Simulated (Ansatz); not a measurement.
# Al: the cost of one run

Method: DFT PBE, scalar-relativistic, plane waves, PAW, in Ansatz 0.2.0.

1 further run of the same task is left out (set aside as unsound or not needed).

### Step 1. The structure to begin with

Symmetry: P6_3/mmc, No. 194, hexagonal system. The conventional cell has a = 2.854 Å, b = 2.854 Å, c = 9.383 Å, α = 90.00°, β = 90.00°, γ = 120.00°. Around Al (site symmetry -3m) lie 12 Al at 2.85 to 2.87 Å. Around Al (site symmetry -6m2) lie 12 Al at 2.85 to 2.87 Å.

Coordinates:

```xyz
4
Lattice="2.8543 0.0000 0.0000 -1.4272 2.4719 0.0000 0.0000 0.0000 9.3832" Properties=species:S:1:pos:R:3 pbc="T T T"
Al    0.0000    0.0000    0.0000
Al    0.0000    1.6479    2.3458
Al    0.0000    0.0000    4.6916
Al    1.4272    0.8240    7.0374
```

It goes back to an entry of the Materials Project, which need not be the stable form.

This cell was relaxed beforehand with the same method: volume 16.55 Å³/atom, gap on the mesh none (metal).

### Step 2. The bulk in the cell of the plane

The input, input.yaml:

```yaml
crystal:
  lattice:
    - [2.854322333, 0.0, 0.0]
    - [-1.4271611665, 2.4719156509, 0.0]
    - [0.0, 0.0, 9.3831925853]
  atoms:
    - { symbol: Al, position: [0.0, 0.0, 0.0] }
    - { symbol: Al, position: [0.3333333333, 0.6666666667, 0.25] }
    - { symbol: Al, position: [0.0, 0.0, 0.5] }
    - { symbol: Al, position: [0.6666666667, 0.3333333333, 0.75] }
basis:
  ecutwfc: 420
kpoints:
  mp_grid: { grid: [12, 12, 4] }
hamiltonian:
  xc: pbe
scf:
  occupations: { method: gaussian, width: 0.1 }
output:
  forces: true
  stress: true
  eigenvalues: true
```

Started as:

```sh
$ ansatz run input.yaml --threads 1 --pin off --max-ram 2560MiB --backend cpu --events-out ev --progress --plain --runs-dir out
```

What time and memory should one allow on 1 thread of Oxide Virtual Turin-like (Zen 5), shared host?

About 1.6 s, with a peak of 0.36 GiB.
